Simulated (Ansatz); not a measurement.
Wanted: the native input for an Ansatz 0.2.0 run.

| Property | Result |
| --- | --- |
| Task | single point |
| Functional | PBE |
| Potentials or basis | PseudoDojo standard (PBE files) |
| Cutoff | 1088 eV |
| Density cutoff | 4354 eV |
| k mesh | 10 × 10 × 3 |
| Occupations | fermi-dirac, width 0.05 eV |
| Spin | no spin polarisation |

MoS2:

```
CELL_PARAMETERS angstrom
3.16900 0.00000 0.00000
-1.58450 2.74443 0.00000
0.00000 0.00000 12.32400
ATOMIC_POSITIONS crystal
Mo 0.66667 0.33333 0.75000
Mo 0.33333 0.66667 0.25000
S 0.66667 0.33333 0.37700
S 0.33333 0.66667 0.87700
S 0.66667 0.33333 0.12300
S 0.33333 0.66667 0.62300
```

These files were run (other wordings do the same):

input.yaml

```yaml
crystal:
  lattice:
    - [3.169, 0.0, 0.0]
    - [-1.5845, 2.7444345046, 0.0]
    - [0.0, 0.0, 12.324]
  atoms:
    - { symbol: Mo, position: [0.6666666667, 0.3333333333, 0.75] }
    - { symbol: Mo, position: [0.3333333333, 0.6666666667, 0.25] }
    - { symbol: S, position: [0.6666666667, 0.3333333333, 0.377] }
    - { symbol: S, position: [0.3333333333, 0.6666666667, 0.877] }
    - { symbol: S, position: [0.6666666667, 0.3333333333, 0.123] }
    - { symbol: S, position: [0.3333333333, 0.6666666667, 0.623] }
hamiltonian:
  xc: pbe
  pseudopotentials: { kind: nc, accuracy: standard }
kpoints:
  mp_grid: { grid: [10, 10, 3] }
scf:
  occupations: { method: fermi_dirac, width: 0.05 }
output:
  forces: true
  stress: true
  eigenvalues: true
```

Potentials or basis: PseudoDojo standard (PBE files).

Launch:

```console
$ ansatz run input.yaml --threads 2 --pin off --max-ram 5632MiB --backend cpu --events-out ev --progress --plain --runs-dir out
```

It gave:

- Pressure: 2.1 GPa
- Largest force: 0.056 eV/Å
- Band gap on the k mesh: 0.93 eV, indirect (least direct gap 1.87 eV)

Caveat: odd divisions of the mesh miss points on the zone boundary, where band edges often lie, so the gap on the mesh can be too wide; this functional lacks dispersion, which binds the layers, so the pressure and a relaxed spacing across them are unreliable.

It took 9.6 s on 2 threads of Intel(R) Xeon(R) Platinum 8259CL CPU @ 2.50GHz (Skylake/Cascade Lake) (shared host), peak memory 0.73 GiB.
